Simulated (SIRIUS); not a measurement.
# Ir (Fm-3m) in SIRIUS: convergence with core states, part 2 of 2

SIRIUS 7.12.0. The steps go on from the part before.

## Step 3: With core states Ir 1s2s2p3s3p3d4s4p4d

The input, sirius.json:

```json
{
  "control": {
    "processing_unit": "cpu",
    "std_evp_solver_name": "lapack",
    "gen_evp_solver_name": "lapack",
    "verbosity": 2,
    "print_forces": true,
    "ortho_rf": true,
    "use_second_variation": true,
    "rmt_max": 3.0,
    "num_bands_to_print": 24,
    "save_wf": true
  },
  "parameters": {
    "electronic_structure_method": "full_potential_lapwlo",
    "xc_functionals": ["XC_LDA_X", "XC_LDA_C_PW"],
    "core_relativity": "dirac",
    "valence_relativity": "iora",
    "num_fv_states": 24,
    "smearing": "fermi_dirac",
    "smearing_width": 0.0018374661,
    "pw_cutoff": 20,
    "gk_cutoff": 3.65,
    "lmax_apw": 11,
    "lmax_rho": 8,
    "lmax_pot": 8,
    "num_mag_dims": 0,
    "auto_rmt": 0,
    "ngridk": [12, 12, 12],
    "shiftk": [0, 0, 0],
    "num_dft_iter": 80,
    "energy_tol": 1e-07,
    "density_tol": 1e-05,
    "use_symmetry": true
  },
  "settings": {"tol_ne": 1e-10},
  "iterative_solver": {"type": "exact"},
  "mixer": {"type": "anderson", "beta": 0.5, "max_history": 8},
  "unit_cell": {
    "lattice_vectors": [[0.0, 3.6199593643, 3.6199593643], [3.6199593643, 0.0, 3.6199593643], [3.6199593643, 3.6199593643, 0.0]],
    "atom_types": ["Ir"],
    "atom_files": {"Ir": "Ir.json"},
    "atoms": {"Ir": [[0.0, 0.0, 0.0]]}
  }
}
```

The input, Ir.json:

```json
{
  "name": "iridium",
  "symbol": "Ir",
  "number": 77,
  "mass": 192.217,
  "rmin": 1e-06,
  "rmt": 2.52,
  "nrmt": 800,
  "rinf": 13.6,
  "core": "1s2s2p3s3p3d4s4p4d",
  "valence": [
    {"basis": [{"enu": 0.31, "dme": 0, "n": 0, "auto": 0}, {"enu": 0.31, "dme": 1, "n": 0, "auto": 0}]},
    {"l": 0, "n": 1, "basis": [{"enu": 0.41, "dme": 0, "n": 0, "auto": 0}]},
    {"l": 1, "n": 2, "basis": [{"enu": 0.41, "dme": 0, "n": 0, "auto": 0}]},
    {"l": 2, "n": 3, "basis": [{"enu": 0.41, "dme": 0, "n": 0, "auto": 0}]},
    {"l": 3, "n": 4, "basis": [{"enu": 0.41, "dme": 0, "n": 0, "auto": 0}]},
    {"l": 4, "n": 5, "basis": [{"enu": 0.41, "dme": 0, "n": 0, "auto": 0}]}
  ],
  "lo": [
    {"l": 0, "basis": [{"enu": 0.41, "dme": 0, "n": 0, "auto": 0}, {"enu": 0.41, "dme": 1, "n": 0, "auto": 0}]},
    {
      "l": 0,
      "basis": [{"enu": -2.9441, "dme": 0, "n": 5, "auto": 1}, {"enu": -2.9441, "dme": 1, "n": 5, "auto": 1}]
    },
    {
      "l": 0,
      "basis": [{"enu": -2.9441, "dme": 1, "n": 5, "auto": 1}, {"enu": 0.41, "dme": 0, "n": 0, "auto": 0}]
    },
    {"l": 0, "basis": [{"enu": 0.41, "dme": 0, "n": 0, "auto": 0}, {"enu": 2.9295, "dme": 0, "n": 0, "auto": 0}]},
    {"l": 1, "basis": [{"enu": 0.41, "dme": 0, "n": 0, "auto": 0}, {"enu": 0.41, "dme": 1, "n": 0, "auto": 0}]},
    {
      "l": 1,
      "basis": [{"enu": -1.3621, "dme": 0, "n": 5, "auto": 1}, {"enu": -1.3621, "dme": 1, "n": 5, "auto": 1}]
    },
    {
      "l": 1,
      "basis": [{"enu": -1.3621, "dme": 1, "n": 5, "auto": 1}, {"enu": 0.41, "dme": 0, "n": 0, "auto": 0}]
    },
    {"l": 1, "basis": [{"enu": 0.41, "dme": 0, "n": 0, "auto": 0}, {"enu": 3.3075, "dme": 0, "n": 0, "auto": 0}]},
    {"l": 2, "basis": [{"enu": 0.41, "dme": 0, "n": 0, "auto": 0}, {"enu": 0.41, "dme": 1, "n": 0, "auto": 0}]},
    {"l": 2, "basis": [{"enu": 0.41, "dme": 1, "n": 0, "auto": 0}, {"enu": 0.41, "dme": 2, "n": 0, "auto": 0}]},
    {"l": 2, "basis": [{"enu": 0.41, "dme": 0, "n": 0, "auto": 0}, {"enu": 2.8665, "dme": 0, "n": 0, "auto": 0}]},
    {"l": 3, "basis": [{"enu": 0.41, "dme": 0, "n": 0, "auto": 0}, {"enu": 0.41, "dme": 1, "n": 0, "auto": 0}]},
    {
      "l": 3,
      "basis": [{"enu": -1.6596, "dme": 0, "n": 4, "auto": 1}, {"enu": -1.6596, "dme": 1, "n": 4, "auto": 1}]
    },
    {
      "l": 3,
      "basis": [{"enu": -1.6596, "dme": 1, "n": 4, "auto": 1}, {"enu": 0.41, "dme": 0, "n": 0, "auto": 0}]
    },
    {"l": 3, "basis": [{"enu": 0.41, "dme": 0, "n": 0, "auto": 0}, {"enu": 4.0633, "dme": 0, "n": 0, "auto": 0}]},
    {"l": 4, "basis": [{"enu": 0.41, "dme": 0, "n": 0, "auto": 0}, {"enu": 0.41, "dme": 1, "n": 0, "auto": 0}]},
    {"l": 4, "basis": [{"enu": 0.41, "dme": 0, "n": 0, "auto": 0}, {"enu": 3.4334, "dme": 0, "n": 0, "auto": 0}]}
  ],
  "free_atom": [... radial grid and density of the free atom, the start of the SCF ...]
}
```

The input, sirius_start.json:

```json
{
  "control": {
    "processing_unit": "cpu",
    "std_evp_solver_name": "lapack",
    "gen_evp_solver_name": "lapack",
    "verbosity": 1,
    "print_forces": false,
    "ortho_rf": true,
    "use_second_variation": true,
    "rmt_max": 3.0,
    "num_bands_to_print": 24,
    "save_wf": false
  },
  "parameters": {
    "electronic_structure_method": "full_potential_lapwlo",
    "xc_functionals": ["XC_LDA_X", "XC_LDA_C_PW"],
    "core_relativity": "dirac",
    "valence_relativity": "iora",
    "num_fv_states": 24,
    "smearing": "fermi_dirac",
    "smearing_width": 0.0055123983,
    "pw_cutoff": 20,
    "gk_cutoff": 2.92,
    "lmax_apw": 11,
    "lmax_rho": 8,
    "lmax_pot": 8,
    "num_mag_dims": 0,
    "auto_rmt": 0,
    "ngridk": [5, 5, 5],
    "shiftk": [0, 0, 0],
    "num_dft_iter": 30,
    "energy_tol": 0.01,
    "density_tol": 0.05,
    "use_symmetry": true
  },
  "settings": {"tol_ne": 1e-10},
  "iterative_solver": {"type": "exact"},
  "mixer": {"type": "anderson", "beta": 0.5, "max_history": 8},
  "unit_cell": {
    "lattice_vectors": [[0.0, 3.6199593643, 3.6199593643], [3.6199593643, 0.0, 3.6199593643], [3.6199593643, 3.6199593643, 0.0]],
    "atom_types": ["Ir"],
    "atom_files": {"Ir": "Ir.json"},
    "atoms": {"Ir": [[0.0, 0.0, 0.0]]}
  }
}
```

Potentials or basis: all-electron FP-LAPW, apw+lo standard.

Launch:

```sh
> OMP_NUM_THREADS=1 sirius.scf --input=sirius_start.json --output=start.json
> OMP_NUM_THREADS=1 sirius.scf --input=sirius.json --output=output.json --task=1
```

Run time: 42 s. Hardware: 1 thread of Arm Neoverse V1, shared host; peak memory 0.34 GiB.

It converged, with:

```yaml
Free_energy: -485671.2642 eV
Band_gap_on_the_k_mesh: none (metal or under the smearing width)
All_electrons_inside_the_program's_atomic_spheres: Ir 75.69 (radii Ir 2.52 bohr)
```

## Step 4: With core states Ir 1s2s2p3s3p3d4s4p

sirius.json: that of step 3 with these lines changed.

```diff
@@ -18,3 +18,3 @@
     "valence_relativity": "iora",
-    "num_fv_states": 24,
+    "num_fv_states": 29,
     "smearing": "fermi_dirac",
```

Ir.json: that of step 3 with these lines changed.

```diff
@@ -9,3 +9,3 @@
   "rinf": 13.6,
-  "core": "1s2s2p3s3p3d4s4p4d",
+  "core": "1s2s2p3s3p3d4s4p",
   "valence": [
@@ -41,2 +41,6 @@
     {"l": 2, "basis": [{"enu": 0.41, "dme": 1, "n": 0, "auto": 0}, {"enu": 0.41, "dme": 2, "n": 0, "auto": 0}]},
+    {
+      "l": 2,
+      "basis": [{"enu": -10.0276, "dme": 0, "n": 4, "auto": 1}, {"enu": -10.0276, "dme": 1, "n": 4, "auto": 1}]
+    },
     {"l": 2, "basis": [{"enu": 0.41, "dme": 0, "n": 0, "auto": 0}, {"enu": 2.8665, "dme": 0, "n": 0, "auto": 0}]},
```

sirius_start.json: that of step 3 with these lines changed.

```diff
@@ -18,3 +18,3 @@
     "valence_relativity": "iora",
-    "num_fv_states": 24,
+    "num_fv_states": 29,
     "smearing": "fermi_dirac",
```

Launch:

```sh
> OMP_NUM_THREADS=1 sirius.scf --input=sirius_start.json --output=start.json
> OMP_NUM_THREADS=1 sirius.scf --input=sirius.json --output=output.json --task=1
```

Run time: 42 s. Hardware: 1 thread of Arm Neoverse V1, shared host; peak memory 0.35 GiB.

Results (log left out):

| Item | Value |
| --- | --- |
| Free energy | -485668.9840 eV |
| Band gap on the k mesh | none (metal or under the smearing width) |
| All electrons inside the program's atomic spheres | Ir 75.69 (radii Ir 2.52 bohr) |

## Step 5: The series at a glance

| core states | energy less the tightest run, at zero smearing (meV/atom) | SCF cycles | CPU time (s) | peak memory (GiB) |
| --- | --- | --- | --- | --- |
| Ir 1s2s2p3s3p3d4s4p4d5s | -106406.13 | 29 | 120 | 0.34 |
| Ir 1s2s2p3s3p3d4s4p4d | -2280.18 | 7 | 42 | 0.34 |
| Ir 1s2s2p3s3p3d4s4p | 0.00 | 7 | 42 | 0.35 |

Not settled before the last step: the energy (to 1 meV/atom). The tightest run that finished is the yardstick and may itself not be fully converged.

Caveats: total energies shift when a shell moves between core and valence, since the two are treated with different relativity.
